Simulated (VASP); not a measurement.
# TiS2 in VASP: relaxation of cell and atoms with r2SCAN+rVV10

Aim: the relaxation of cell and atoms of TiS2 with r2SCAN+rVV10.

Everything below comes from runs of VASP 6.6.1. Logs are shortened: lines on timing, memory, paths and dates and some standing lists are left out, and cuts for length are marked.

## 1. The sheet as given

The cell holds a sheet with vacuum, 3 atoms: a = 3.400 Å, b = 3.400 Å, c = 18.860 Å, α = 90.00°, β = 90.00°, γ = 120.00°.

The cell was built by a generator and needn't be a form met in nature.

## 2. Relaxation of cell and atoms, r2SCAN+rVV10

The input, INCAR:

```
SYSTEM = TiS2
PREC     = Accurate       ! precision mode
ENCUT    = 600            ! plane-wave cutoff, eV
EDIFF    = 1E-7           ! SCF threshold, eV
ISMEAR   = 0              ! smearing method
SIGMA    = 0.08           ! smearing width, eV
LREAL    = .FALSE.        ! projectors in reciprocal space
LASPH    = .TRUE.         ! aspherical terms in the spheres
NELM     = 120            ! most SCF steps
ALGO     = Normal         ! electronic algorithm
ISIF     = 3              ! what is computed and relaxed
LWAVE    = .FALSE.        ! write WAVECAR
LCHARG   = .FALSE.        ! write CHGCAR
METAGGA  = R2SCAN         ! meta-GGA
LMIXTAU  = .TRUE.       
LUSE_VDW = .TRUE.       
IVDW_NL  = 2            
BPARAM   = 11.95        
CPARAM   = 0.0093       
IBRION   = 2              ! ionic algorithm
NSW      = 60             ! ionic steps
EDIFFG   = -0.005         ! ionic threshold
LATTICE_CONSTRAINTS= .TRUE. .TRUE. .FALSE.
KPAR     = 4
```

The input, KPOINTS:

```
regular mesh
0
G
  12 12 1
  0 0 0
```

The input, POSCAR:

```
TiS2
1.0
    3.4000000000      0.0000000000      0.0000000000
   -1.7000000000      2.9444863700      0.0000000000
    0.0000000000      0.0000000000     18.8600000000
S Ti
2 1
Direct
    0.3333330000      0.6666670000      0.4241781500
    0.6666670000      0.3333330000      0.5758218500
    0.0000000000      0.0000000000      0.5000000000
```

Potentials or basis: VASP PAW PBE potentials, release 64 (S, Ti_sv).

Run with:

```
cat potpaw_PBE.64/S/POTCAR potpaw_PBE.64/Ti_sv/POTCAR > POTCAR
mpirun -np 4 vasp_std > vasp.out
```

OUTCAR:

```text
SYSTEM = TiS2
   PREC = Accurate
   ENCUT = 600
   EDIFF = 1E-7
   ISMEAR = 0
   LREAL = .FALSE.
   LASPH = .TRUE.
   NELM = 120
   ISIF = 3
   METAGGA = R2SCAN
   IVDW_NL = 2
   BPARAM = 11.95
   IBRION = 2
   NSW = 60
   EDIFFG = -0.005

 ion  position               nearest neighbor table
   1  0.333  0.667  0.424-   3 2.43   3 2.43   3 2.43
   2  0.667  0.333  0.576-   3 2.43   3 2.43   3 2.43
   3  0.000  0.000  0.500-   1 2.43   2 2.43   1 2.43   2 2.43   2 2.43   1 2.43

  LATTYP: Found a hexagonal cell.
 ALAT       =     3.4000000000
 C/A-ratio  =     5.5470588235

  Lattice vectors:

 A1 = (   3.4000000000,   0.0000000000,   0.0000000000)
 A2 = (  -1.7000000000,   2.9444863700,   0.0000000000)
 A3 = (   0.0000000000,   0.0000000000,  18.8600000000)

Analysis of symmetry for initial positions (statically):
=====================================================================
 Subroutine PRICEL returns:
 Original cell was already a primitive cell.

 Routine SETGRP: Setting up the symmetry group for a
 hexagonal supercell.

 Subroutine GETGRP returns: Found 12 space group operations
 (whereof 12 operations were pure point group operations)
 out of a pool of 24 trial point group operations.

The static configuration has the point symmetry D_3d.

Analysis of symmetry for dynamics (positions and initial velocities):
=====================================================================
 Subroutine PRICEL returns:
 Original cell was already a primitive cell.

 Routine SETGRP: Setting up the symmetry group for a
 hexagonal supercell.

 Subroutine GETGRP returns: Found 12 space group operations
 (whereof 12 operations were pure point group operations)
 out of a pool of 24 trial point group operations.

The dynamic configuration has the point symmetry D_3d.

 Subroutine INISYM returns: Found 12 space group operations
 (whereof 12 operations are pure point group operations),
 and found     1 'primitive' translations

----------------------------------------------------------------------------------------

                                     Primitive cell

  volume of cell :     188.8122

  direct lattice vectors                    reciprocal lattice vectors
     3.400000000  0.000000000  0.000000000     0.294117647  0.169808903  0.000000000
    -1.700000000  2.944486370  0.000000000     0.000000000  0.339617806  0.000000000
     0.000000000  0.000000000 18.860000000     0.000000000  0.000000000  0.053022269

  length of vectors
     3.400000000  3.399999998 18.860000000     0.339617805  0.339617806  0.053022269

  position of ions in fractional coordinates (direct lattice)
     0.333333000  0.666667000  0.424178150
     0.666667000  0.333333000  0.575821850
     0.000000000  0.000000000  0.500000000

  ion indices of the primitive-cell ions
   primitive index   ion index
                 1           1
                 2           2
                 3           3

----------------------------------------------------------------------------------------

 KPOINTS: regular mesh

Automatic generation of k-mesh.
 Grid dimensions read from file:
 generate k-points for:   12   12    1

 Generating k-lattice:

  Cartesian coordinates                     Fractional coordinates (reciprocal lattice)
     0.024509804  0.014150742  0.000000000     0.083333333  0.000000000  0.000000000
     0.000000000  0.028301484  0.000000000     0.000000000  0.083333333  0.000000000
     0.000000000  0.000000000  0.053022269     0.000000000  0.000000000  1.000000000

  Length of vectors
     0.028301484  0.028301484  0.053022269

  Shift w.r.t. Gamma in fractional coordinates (k-lattice)
     0.000000000  0.000000000  0.000000000

 Subroutine IBZKPT returns following result:
 ===========================================

 Found     19 irreducible k-points:

 Following reciprocal coordinates:
            Coordinates               Weight
  0.000000  0.000000  0.000000      1.000000
  0.083333  0.000000  0.000000      6.000000
  0.166667 -0.000000  0.000000      6.000000
  0.250000 -0.000000  0.000000      6.000000
  0.333333  0.000000  0.000000      6.000000
  0.416667  0.000000  0.000000      6.000000
[... 11 lines left out ...]
  0.333333  0.250000  0.000000     12.000000
  0.333333  0.333333  0.000000      2.000000
   k-points           NKPTS =     19   k-points in BZ     NKDIM =     19   number of bands    NBANDS=     16
   number of dos      NEDOS =    301   number of ions     NIONS =      3
   total plane-waves  NPLWV = 125440
   dimension x,y,z NGX =    28 NGY =   28 NGZ =  160
   dimension x,y,z NGXF=    56 NGYF=   56 NGZF=  320
   ions per type =               2   1
   NGX,Y,Z   is equivalent  to a cutoff of  13.69, 13.69, 14.10 a.u.
   NGXF,Y,Z  is equivalent  to a cutoff of  27.38, 27.38, 28.21 a.u.
 SYSTEM =  TiS2
   PREC   = accura    normal or accurate (medium, high low for compatibility)
   ISTART =      0    job   : 0-new  1-cont  2-samecut
   ICHARG =      2    charge: 1-file 2-atom 10-const
   ISPIN  =      1    spin polarized calculation?
   LNONCOLLINEAR =      F non collinear calculations
   LSORBIT =      F    spin-orbit coupling
   LASPH  =      T    aspherical Exc in radial PAW
   ENCUT  =  600.0 eV  44.10 Ry    6.64 a.u.   6.79  6.79 37.67*2*pi/ulx,y,z
   NELM   =    120;   NELMIN=  2; NELMDL= -5     # of ELM steps
   EDIFF  = 0.1E-06   stopping-criterion for ELM
   LREAL  =      F    real-space projection
   EDIFFG = -.5E-02   stopping-criterion for IOM
   NSW    =     60    number of steps for IOM
   IBRION =      2    ionic relax: 0-MD 1-quasi-New 2-CG
   NFREE  =      1    steps in history (QN), initial steepest desc. (CG)
   ISIF   =      3    stress and relaxation
   ISYM   =      2    0-nonsym 1-usesym 2-fastsym
   POTIM  = 0.5000    time-step for ionic-motion
   TEBEG  =    0.0;   TEEND  =   0.0 temperature during run
   PSTRESS=    0.0 pullay stress
   NELECT =      24.0000    total number of electrons
   NUPDOWN=      -1.0000    fix difference up-down
   EMIN   =  10.00;   EMAX   =-10.00  energy-range for DOS
   EFERMI =   0.00;   METHOD = LEGACY
   ISMEAR =     0;   SIGMA  =   0.08  broadening in eV -4-tet -1-fermi 0-gaus
   EFERMI_NEDOS =   21; number of points for ismear=-14 and -15
   IALGO  =     38    algorithm
   IMIX   =      4    mixing-type and parameters
     AMIX     =   0.40;   BMIX     =  1.00
     AMIX_MAG =   1.60;   BMIX_MAG =  1.00
  volume/ion in A,a.u.               =      62.94       424.72
  Fermi-wavevector in a.u.,A,eV,Ry     =   0.823130  1.555490  9.218536  0.677543
  Thomas-Fermi vector in A             =   1.934587
   LORBIT       =      0    0 simple, 1 ext, 2 COOP (PROOUT), +10 PAW based schemes
   METAGGA = R2SCAN    functional components
   LHFCALC =     F    Hartree Fock is set to
   AEXX    =    0.0000 exact exchange contribution
   IVDW_NL    =     2    kernel type
   BPARAM     =11.9500
   IVDW    =     0    specifies the selected vdW correction
   LEPSILON=     F    determine dielectric tensor
   LRPA    =     F    only Hartree local field effects (RPA)
 conjugate gradient relaxation of ions
 non-spin polarized calculation
 Gauss-broadening in eV      SIGMA  =   0.08
  energy-cutoff  :      600.00
  volume of cell :      188.81
 maximum number of plane-waves:      6345
 NGX is ok and might be reduce to    28
   NGX = 13   NGY = 13   NGZ = 75

--------------------------------------- Ionic step        1  -------------------------------------------

 number of electron      23.9999998 magnetization

 Free energy of the ion-electron system (eV)
  ---------------------------------------------------
  ext. energy  EPLUGINS =         0.00000000
  ---------------------------------------------------
  free energy    TOTEN  =       -32.73578904 eV

  energy without entropy =      -32.73553689  energy(sigma->0) =      -32.73566297

------------------------ aborting loop because EDIFF is reached ----------------------------------------

  FORCE on cell =-STRESS in cart. coord.  units (eV):
  Direction    XX          YY          ZZ          XY          YZ          ZX
  --------------------------------------------------------------------------------------
  -------------------------------------------------------------------------------------
  Total       -0.0409685     -0.0409685     -0.7102653      0.0000000     -0.0000000      0.0000000
  in kB       -0.3476406     -0.3476406     -6.0269978      0.0000000     -0.0000000      0.0000000
  external PRESSURE =      -2.2407597 kB  Pullay stress =       0.0000000 kB

 VOLUME and BASIS-vectors are now :
 -----------------------------------------------------------------------------
  energy-cutoff  :      600.00
  volume of cell :      188.81
      direct lattice vectors                 reciprocal lattice vectors
     3.400000000  0.000000000  0.000000000     0.294117647  0.169808903  0.000000000
    -1.700000000  2.944486370  0.000000000     0.000000000  0.339617806  0.000000000
     0.000000000  0.000000000 18.860000000     0.000000000  0.000000000  0.053022269
[... 75 lines left out ...]
 POSITION                                       TOTAL-FORCE (eV/Angst)
 -----------------------------------------------------------------------------------
     -0.00000      1.96127      8.01563         0.000000     -0.000000      0.020205
      1.69851      0.98063     10.84437        -0.000000      0.000000     -0.020205
      0.00000      0.00000      9.43000        -0.000000      0.000000      0.000000
 -----------------------------------------------------------------------------------
    total drift:                               -0.000000      0.000000      0.000000

  FREE ENERGIE OF THE ION-ELECTRON SYSTEM (eV)
  ---------------------------------------------------
  free  energy   TOTEN  =       -32.7397014159 eV

  energy  without entropy=      -32.7395710141  energy(sigma->0) =      -32.73963621

--------------------------------------- Ionic step        4  -------------------------------------------

 number of electron      23.9999998 magnetization

 Free energy of the ion-electron system (eV)
  ---------------------------------------------------
  ext. energy  EPLUGINS =         0.00000000
  ---------------------------------------------------
  free energy    TOTEN  =       -32.74142633 eV

  energy without entropy =      -32.74139505  energy(sigma->0) =      -32.74141069

 E-fermi :  -2.5087     XC(G=0):  -3.5838

 val. band max:       -2.6631870890   @ k =   0.0000   0.0000   0.0000
 cond. band min:      -2.3451400312   @ k =   0.5000  -0.0000   0.0000
 fundamental gap:      0.3180470578
 Fermi energy:        -2.5087488197

 k-point     1 :       0.0000    0.0000    0.0000
  band No.  band energies     occupation
      1     -62.7284      2.00000
      2     -37.9088      2.00000
      3     -37.8586      2.00000
      4     -37.8585      2.00000
      5     -16.8050      2.00000
      6     -15.5016      2.00000
[... 8 lines left out ...]
     15      -1.2549      0.00000
     16       1.2202      0.00000
[... 362 lines left out ...]
 POSITION                                       TOTAL-FORCE (eV/Angst)
 -----------------------------------------------------------------------------------
     -0.00000      1.97104      8.02345        -0.000000      0.000000      0.004308
      1.70697      0.98552     10.83655         0.000000      0.000000     -0.004308
      3.41393      0.00000      9.43000         0.000000      0.000000     -0.000000
 -----------------------------------------------------------------------------------
    total drift:                               -0.000000     -0.000000      0.000000

  FREE ENERGIE OF THE ION-ELECTRON SYSTEM (eV)
  ---------------------------------------------------
  free  energy   TOTEN  =       -32.7414263329 eV

  energy  without entropy=      -32.7413950525  energy(sigma->0) =      -32.74141069

 reached required accuracy - stopping structural energy minimisation
```

Run time: 64 min. Hardware: 4 MPI ranks of AMD EPYC 7R13 (Zen 3), shared host; peak memory 0.88 GiB.

Results:

* Free energy: -32.7414 eV
* Relaxed volume: 63.45 Å³/atom
* Relaxed cell: a = 3.414 Å, b = 3.414 Å, c = 18.860 Å, α = 90.00°, β = 90.00°, γ = 120.00°
* Space group after relaxing (to 0.05 Å): P-3m1 (No. 164)
* Energy gained by relaxing: 1.9 meV/atom
* Ionic steps: 4
* Largest force after relaxing: 0.004 eV/Å
* Band gap on the k mesh: 0.32 eV, indirect (least direct gap 0.65 eV)

Forces on the atoms (eV/Å):
```
S    0.000  0.000  0.004
S    0.000  0.000 -0.004
Ti   0.000  0.000  0.000
```

Step by step:
| step | energy change (eV) | largest force (eV/Å) | pressure (GPa) | volume (Å³) |
| --- | --- | --- | --- | --- |
| 1 | 0.0000 | 0.2430 | -0.22 | 188.81 |
| 2 | -0.0037 | 0.0766 | 0.06 | 188.56 |
| 3 | -0.0039 | 0.0202 | 0.16 | 188.48 |
| 4 | -0.0056 | 0.0043 | -0.01 | 190.36 |

Final structure:
```
CELL_PARAMETERS angstrom
3.41393 0.00000 0.00000
-1.70697 2.95655 0.00000
0.00000 0.00000 18.86000
ATOMIC_POSITIONS crystal
S 0.33333 0.66667 0.42542
S 0.66667 0.33333 0.57458
Ti 0.00000 0.00000 0.50000
```

Levels at points of the mesh, in eV from the valence-band top:
```csv
k point,band 8,band 9,band 10,band 11,band 12,band 13,band 14,band 15,band 16
"(0.00, 0.00, 0.00)",-2.97,-2.97,-1.42,0.00,0.00,0.65,0.65,1.41,3.88
"(0.50, 0.00, 0.00)",-4.18,-2.92,-2.90,-1.98,-1.50,0.32,1.73,2.15,3.84
```

Caveat: the PAW data sets were made with another functional, which shifts forces and pressure a little.
